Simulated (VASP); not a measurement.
# TiB2 (P6/mmm) in VASP: notebook

The runs below take TiB2 through relaxation of cell and atoms, with LDA.

Program: VASP 6.6.1. These are calculated values, not measurements. Logs are shortened: lines on timing, memory, paths and dates and some standing lists are left out, and cuts for length are marked.

## Step 1: The structure

The structure is hexagonal, space group P6/mmm (No. 191). The conventional cell has a = 3.029 Å, b = 3.029 Å, c = 3.228 Å, α = 90.00°, β = 90.00°, γ = 120.00°. Ti (site symmetry 6/mmm) has 12 B at 2.38 Å as nearest neighbours. B (site symmetry -6m2) is surrounded by 3 B at 1.75 Å.

## Step 2: Relaxation of cell and atoms, LDA

The input, INCAR:

```
SYSTEM = TiB2
PREC = Accurate ; ENCUT = 520
EDIFF = 1E-7 ; ISMEAR = 0
SIGMA = 0.1 ; LREAL = .False.
LASPH = .True. ; NELM = 80
ALGO = Normal ; ISIF = 3
LWAVE = .False. ; LCHARG = .False.
IBRION = 2 ; NSW = 80
EDIFFG = -0.002
```

The input, KPOINTS:

```
regular mesh
0
Gamma
  15 15 14
  0 0 0
```

The input, POSCAR:

```
TiB2
1.0
    3.0292000000      0.0000000000      0.0000000000
   -1.5146000000      2.6233641500      0.0000000000
    0.0000000000      0.0000000000      3.2284000000
Ti B
1 2
Direct
    0.0000000000      0.0000000000      0.0000000000
    0.3333333300      0.6666666700      0.5000000000
    0.6666666700      0.3333333300      0.5000000000
```

Potentials or basis: VASP PAW LDA potentials, release 64 (Ti_sv, B).

Command:

```bash
$ cat potpaw_LDA.64/Ti_sv/POTCAR potpaw_LDA.64/B/POTCAR > POTCAR
$ mpirun -np 1 vasp_std > vasp.out
```

OUTCAR:

```text
SYSTEM = TiB2
   PREC = Accurate
   ENCUT = 520
   EDIFF = 1E-7
   ISMEAR = 0
   LREAL = .False.
   LASPH = .True.
   NELM = 80
   ISIF = 3
   IBRION = 2
   NSW = 80
   EDIFFG = -0.002

 ion  position               nearest neighbor table
   1  0.000  0.000  0.000-   2 2.38   3 2.38   2 2.38   3 2.38   2 2.38   2 2.38   3 2.38   3 2.38
                             3 2.38   3 2.38   2 2.38   2 2.38
   2  0.333  0.667  0.500-   3 1.75   3 1.75   3 1.75   1 2.38   1 2.38   1 2.38   1 2.38   1 2.38
                             1 2.38
   3  0.667  0.333  0.500-   2 1.75   2 1.75   2 1.75   1 2.38   1 2.38   1 2.38   1 2.38   1 2.38
                             1 2.38

  LATTYP: Found a hexagonal cell.
 ALAT       =     3.0292000000
 C/A-ratio  =     1.0657599366

  Lattice vectors:

 A1 = (   3.0292000000,   0.0000000000,   0.0000000000)
 A2 = (  -1.5146000000,   2.6233641500,   0.0000000000)
 A3 = (   0.0000000000,   0.0000000000,   3.2284000000)

Analysis of symmetry for initial positions (statically):
=====================================================================
 Subroutine PRICEL returns:
 Original cell was already a primitive cell.

 Routine SETGRP: Setting up the symmetry group for a
 hexagonal supercell.

 Subroutine GETGRP returns: Found 24 space group operations
 (whereof 24 operations were pure point group operations)
 out of a pool of 24 trial point group operations.

The static configuration has the point symmetry D_6h.

Analysis of symmetry for dynamics (positions and initial velocities):
=====================================================================
 Subroutine PRICEL returns:
 Original cell was already a primitive cell.

 Routine SETGRP: Setting up the symmetry group for a
 hexagonal supercell.

 Subroutine GETGRP returns: Found 24 space group operations
 (whereof 24 operations were pure point group operations)
 out of a pool of 24 trial point group operations.

The dynamic configuration has the point symmetry D_6h.

 Subroutine INISYM returns: Found 24 space group operations
 (whereof 24 operations are pure point group operations),
 and found     1 'primitive' translations

----------------------------------------------------------------------------------------

                                     Primitive cell

  volume of cell :      25.6551

  direct lattice vectors                    reciprocal lattice vectors
     3.029200000  0.000000000  0.000000000     0.330120164  0.190594966  0.000000000
    -1.514600000  2.623364150  0.000000000     0.000000000  0.381189931  0.000000000
     0.000000000  0.000000000  3.228400000     0.000000000  0.000000000  0.309750960

  length of vectors
     3.029200000  3.029199997  3.228400000     0.381189931  0.381189931  0.309750960

  position of ions in fractional coordinates (direct lattice)
     0.000000000  0.000000000  0.000000000
     0.333333330  0.666666670  0.500000000
     0.666666670  0.333333330  0.500000000

  ion indices of the primitive-cell ions
   primitive index   ion index
[... 78 lines left out ...]
   NSW    =     80    number of steps for IOM
   IBRION =      2    ionic relax: 0-MD 1-quasi-New 2-CG
   NFREE  =      1    steps in history (QN), initial steepest desc. (CG)
   ISIF   =      3    stress and relaxation
   ISYM   =      2    0-nonsym 1-usesym 2-fastsym
   POTIM  = 0.5000    time-step for ionic-motion
   TEBEG  =    0.0;   TEEND  =   0.0 temperature during run
   PSTRESS=    0.0 pullay stress
   NELECT =      18.0000    total number of electrons
   NUPDOWN=      -1.0000    fix difference up-down
   EMIN   =  10.00;   EMAX   =-10.00  energy-range for DOS
   EFERMI =   0.00;   METHOD = LEGACY
   ISMEAR =     0;   SIGMA  =   0.10  broadening in eV -4-tet -1-fermi 0-gaus
   EFERMI_NEDOS =   21; number of points for ismear=-14 and -15
   IALGO  =     38    algorithm
   IMIX   =      4    mixing-type and parameters
     AMIX     =   0.40;   BMIX     =  1.00
     AMIX_MAG =   1.60;   BMIX_MAG =  1.00
  volume/ion in A,a.u.               =       8.55        57.71
  Fermi-wavevector in a.u.,A,eV,Ry     =   1.454703  2.748990 28.792122  2.116161
  Thomas-Fermi vector in A             =   2.571823
   LORBIT       =      0    0 simple, 1 ext, 2 COOP (PROOUT), +10 PAW based schemes
   GGA     = CA    functional components
   LHFCALC =     F    Hartree Fock is set to
   AEXX    =    0.0000 exact exchange contribution
   IVDW    =     0    specifies the selected vdW correction
   LEPSILON=     F    determine dielectric tensor
   LRPA    =     F    only Hartree local field effects (RPA)
 conjugate gradient relaxation of ions
 non-spin polarized calculation
 Gauss-broadening in eV      SIGMA  =   0.10
  energy-cutoff  :      520.00
  volume of cell :       25.66
 maximum number of plane-waves:       721
 NGX is ok and might be reduce to    24
   NGX = 11   NGY = 11   NGZ = 13

--------------------------------------- Ionic step        1  -------------------------------------------

 number of electron      18.0000002 magnetization

 Free energy of the ion-electron system (eV)
  ---------------------------------------------------
  ext. energy  EPLUGINS =         0.00000000
  ---------------------------------------------------
  free energy    TOTEN  =       -26.88438187 eV

  energy without entropy =      -26.88249931  energy(sigma->0) =      -26.88344059

 E-fermi :   9.9424     XC(G=0): -12.9524

 val. band max:        9.9402089147   @ k =   0.2000   0.2000   0.1429
 cond. band min:       9.9465425125   @ k =   0.0667   0.0667   0.2857
 fundamental gap:      0.0063335978
 Fermi energy:         9.9423747385

 k-point     1 :       0.0000    0.0000    0.0000
  band No.  band energies     occupation
      1     -46.3210      2.00000
      2     -23.0667      2.00000
      3     -22.7378      2.00000
      4     -22.7378      2.00000
      5      -3.3753      2.00000
      6       7.3327      2.00000
      7       7.3327      2.00000
      8       7.6628      2.00000
      9       7.8054      2.00000
     10      11.7929      0.00000
     11      11.7929      0.00000
     12      13.5572      0.00000
     13      13.5572      0.00000
[... 626 lines left out ...]
--------------------------------------- Ionic step        8  -------------------------------------------

 number of electron      17.9999999 magnetization

 Free energy of the ion-electron system (eV)
  ---------------------------------------------------
  ext. energy  EPLUGINS =         0.00000000
  ---------------------------------------------------
  free energy    TOTEN  =       -26.92285779 eV

  energy without entropy =      -26.92105604  energy(sigma->0) =      -26.92195692

 E-fermi :  10.4289     XC(G=0): -13.1621

 val. band max:       10.4247650953   @ k =   0.2667   0.2000   0.0000
 cond. band min:      10.4428107477   @ k =   0.0667   0.0667   0.2857
 fundamental gap:      0.0180456523
 Fermi energy:        10.4289269329

 k-point     1 :       0.0000    0.0000    0.0000
  band No.  band energies     occupation
      1     -45.7188      2.00000
      2     -22.4661      2.00000
      3     -22.1238      2.00000
      4     -22.1238      2.00000
      5      -3.1054      2.00000
      6       7.6592      2.00000
      7       7.6592      2.00000
      8       8.2113      2.00000
      9       8.2507      2.00000
     10      12.4143      0.00000
     11      12.4143      0.00000
     12      14.3121      0.00000
     13      14.3121      0.00000
[... 398 lines left out ...]
  FREE ENERGIE OF THE ION-ELECTRON SYSTEM (eV)
  ---------------------------------------------------
  free  energy   TOTEN  =       -26.9228577930 eV

  energy  without entropy=      -26.9210560401  energy(sigma->0) =      -26.92195692

 reached required accuracy - stopping structural energy minimisation
```

OSZICAR:

```text
N       E                     dE             d eps       ncg     rms          rms(c)
DAV:   1     0.124987822864E+03    0.12499E+03   -0.93093E+03  5616   0.157E+03
DAV:   2    -0.223988878031E+02   -0.14739E+03   -0.14369E+03  5746   0.391E+02
DAV:   3    -0.318350299112E+02   -0.94361E+01   -0.92732E+01  8147   0.939E+01
[... 77 lines left out ...]
DAV:   3    -0.269228563337E+02    0.57240E-05   -0.23795E-05  7017   0.591E-02    0.537E-03
DAV:   4    -0.269228567876E+02   -0.45395E-06   -0.77569E-06  7069   0.210E-02    0.354E-03
DAV:   5    -0.269228576712E+02   -0.88353E-06   -0.13787E-06  8517   0.792E-03    0.120E-03
DAV:   6    -0.269228577775E+02   -0.10627E-06   -0.25050E-07  5463   0.312E-03    0.707E-04
DAV:   7    -0.269228577930E+02   -0.15582E-07   -0.38338E-08  2998   0.173E-03
   8 F= -.26922858E+02 E0= -.26921957E+02  d E =-.929853E-05
```

Wall time 96 s (1 thread of Intel Xeon 6975P-C (Granite Rapids), shared host); peak memory 0.2 GiB.

What came out:

* Free energy: -26.9229 eV
* Relaxed volume: 8.19 Å³/atom
* Relaxed cell: a = 2.996 Å, b = 2.996 Å, c = 3.162 Å, α = 90.00°, β = 90.00°, γ = 120.00°
* Space group after relaxing (to 0.05 Å): P6/mmm (No. 191)
* Energy gained by relaxing: 12.8 meV/atom
* Ionic steps: 8
* Pressure after relaxing: 0.0 GPa
* Band gap on the k mesh: none (metal or under the smearing width)

The path:
| step | energy change (eV) | largest force (eV/Å) | pressure (GPa) | volume (Å³) |
| --- | --- | --- | --- | --- |
| 1 | 0.0000 | 0.0000 | -10.76 | 25.66 |
| 2 | 0.0011 | 0.0000 | 12.76 | 23.58 |
| 3 | -0.0372 | 0.0000 | 0.03 | 24.60 |
| 4 | -0.0372 | 0.0000 | 0.26 | 24.58 |
| 5 | -0.0385 | 0.0000 | 0.18 | 24.56 |
| 6 | -0.0385 | 0.0000 | 0.18 | 24.56 |
| 7 | -0.0385 | 0.0000 | -0.15 | 24.59 |
| 8 | -0.0385 | 0.0000 | -0.01 | 24.57 |

Final structure:
```
Ti B
1.0
     2.99584    0.00000    0.00000
    -1.49792    2.59447    0.00000
     0.00000    0.00000    3.16173
Ti B
1 2
Cartesian
  2.9958 0.0000 0.0000
  0.0000 1.7296 1.5809
  1.4979 0.8648 1.5809
```

Levels at points of the mesh, in eV from the Fermi level:
| k point | band 6 | band 7 | band 8 | band 9 | band 10 | band 11 | band 12 | band 13 |
| --- | --- | --- | --- | --- | --- | --- | --- | --- |
| (0.00, 0.00, 0.00) | -2.77 | -2.77 | -2.22 | -2.18 | 1.99 | 1.99 | 3.88 | 3.88 |
| (0.00, 0.00, 0.50) | -7.70 | -0.59 | -0.59 | -0.28 | -0.28 | 0.43 | 0.43 | 1.82 |

LDA usually gives volumes a few per cent too small. Zero-point motion and thermal expansion aren't in these numbers.

## Step 3: Relaxation of cell and atoms, LDA

This run uses another cell than the first one, of 8.19 Å³/atom, 0.958 times its volume.

INCAR is that of step 2.

KPOINTS is that of step 2.

The input, POSCAR:

```
TiB2                                    
1.0
    2.9958385047     -0.0000000000      0.0000000000
   -1.4979192523      2.5944722477      0.0000000000
   -0.0000000000     -0.0000000000      3.1617270069
  Ti              B             
     1     2
Direct
     1.0000000000000000    0.0000000000000000    0.0000000000000000
     0.3333333300000021    0.6666666699999979    0.5000000000000000
     0.6666666699999979    0.3333333300000021    0.5000000000000000
```

Potentials or basis: VASP PAW LDA potentials, release 64 (Ti_sv, B).

Command:

```bash
$ cat potpaw_LDA.64/Ti_sv/POTCAR potpaw_LDA.64/B/POTCAR > POTCAR
$ mpirun -np 1 vasp_std > vasp.out
```

Run time: 19 s. Hardware: 1 thread of Intel Xeon 6975P-C (Granite Rapids), shared host; peak memory 0.18 GiB.

The run converged. Its results:

| Quantity | Value |
| --- | --- |
| Free energy | -26.9221 eV |
| Pressure after relaxing | 0.0 GPa |
| Band gap on the k mesh | none (metal or under the smearing width) |

Final structure:
```cif
data_structure
_symmetry_space_group_name_H-M 'P 1'
_symmetry_Int_Tables_number 1
_cell_length_a 2.9958
_cell_length_b 2.9958
_cell_length_c 3.1617
_cell_angle_alpha 90.000
_cell_angle_beta 90.000
_cell_angle_gamma 120.000
_cell_volume 24.57
loop_
_atom_site_label
_atom_site_type_symbol
_atom_site_fract_x
_atom_site_fract_y
_atom_site_fract_z
_atom_site_occupancy
Ti1 Ti 0.00000 0.00000 0.00000 1
B1 B 0.33333 0.66667 0.50000 1
B2 B 0.66667 0.33333 0.50000 1
```

Levels at points of the mesh, in eV from the Fermi level:
| k point | band 5 | band 6 | band 7 | band 8 | band 9 | band 10 | band 11 | band 12 | band 13 |
| --- | --- | --- | --- | --- | --- | --- | --- | --- | --- |
| (0.00, 0.00, 0.00) | -13.53 | -2.77 | -2.77 | -2.22 | -2.18 | 1.99 | 1.99 | 3.88 | 3.88 |
| (0.00, 0.00, 0.50) | -11.42 | -7.70 | -0.59 | -0.59 | -0.28 | -0.28 | 0.43 | 0.43 | 1.82 |

Caveat: the relaxation stopped at its first step, so nothing moved.
